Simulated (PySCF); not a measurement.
C₃H₅N₂ (charge +1).
Structure used (GFN2-xTB), in Å, numbered top down from 1:
```xyz
10
C3H5N2 angstrom
C      0.0865   -1.1501    0.1621
C     -1.0588   -0.4697   -0.1217
N     -0.7185    0.8444   -0.2347
C      0.5867    0.9752   -0.0293
N      1.0891   -0.2296    0.2132
H      0.2462   -2.1968    0.3253
H     -2.0614   -0.8259   -0.2465
H     -1.3625    1.5980   -0.4416
H      1.1400    1.8955   -0.0557
H      2.0615   -0.4363    0.4064
```

NICS is the negative of the GIAO shielding at a point without a nucleus: at the ring centre (0) and 1 Å above and below it (1); zz is the component along the ring normal. Level: GIAO PBE0/pcSseg-1 (PySCF, non-relativistic, gas phase) on the GFN2-xTB geometry, one conformer.

Ring bond lengths (Å), with Mayer bond orders in brackets: C1–C2 1.362 (1.61), C2–N3 1.362 (1.14), N3–C4 1.328 (1.31), C4–N5 1.328 (1.31), N5–C1 1.362 (1.14).

Q: Give the NICS values of each ring in ppm.

A: 
| ring | type | NICS(0) | NICS(1), two faces | NICS(1)zz, two faces | rms pucker (Å) | centre to ring atoms, mean (Å) |
| --- | --- | --- | --- | --- | --- | --- |
| C1–C2–N3–C4–N5 | 5-membered ring with 2 N; formal bonds all aromatic | -14.8 | -10.9 / -10.9 | -30.8 / -30.8 | 0.00 | 1.15 |

Q: What can be read from them?

A: 
- C1–C2–N3–C4–N5: mean NICS(1)zz -30.8 ppm, shielded, aromatic by this magnetic criterion (flat ring, no four-coordinate atom).

Q: And the bond-length index? Use HOMA with the parameters of Krygowski (1993).

A: 
- C1–C2–N3–C4–N5: HOMA 0.93; the largest term is that of C1–C2, α(R − Ropt)² = 0.17. The geometric and the magnetic index point the same way.

Q: Give the inner angles of the rings and the Hirshfeld charges of the ring atoms.

A: 
- C1–C2–N3–C4–N5: C1 106.8° (+0.040 e), C2 106.8° (+0.040 e), N3 109.1° (+0.007 e), C4 108.1° (+0.141 e), N5 109.1° (+0.007 e); sum 540.0° against 540° for a flat convex ring.

Q: What are the shieldings of the ring atoms and their hydrogens in the same run (means over atoms taken as equivalent)?

A: 
| atoms | environment | σ isotropic (ppm) | principal values of the symmetric part, first atom (ppm) |
| --- | --- | --- | --- |
| C1 (×2) | aromatic CH next to a ring nitrogen | 58.3 | -22.5, 50.5, 146.7 |
| N3 (×2) | nitrogen bonded to 2 C and H | 72.4 | -41.0, 64.4, 193.9 |
| C4 | aromatic CH next to a ring nitrogen | 50.0 | -0.1, 15.9, 134.2 |
| H6 (×2) | aromatic hydrogen | 23.76 | 20.3, 24.8, 26.2 |
| H8 (×2) | N–H hydrogen | 21.61 | 16.1, 21.8, 27.0 |
| H9 | aromatic hydrogen | 23.37 | 19.2, 24.2, 26.7 |
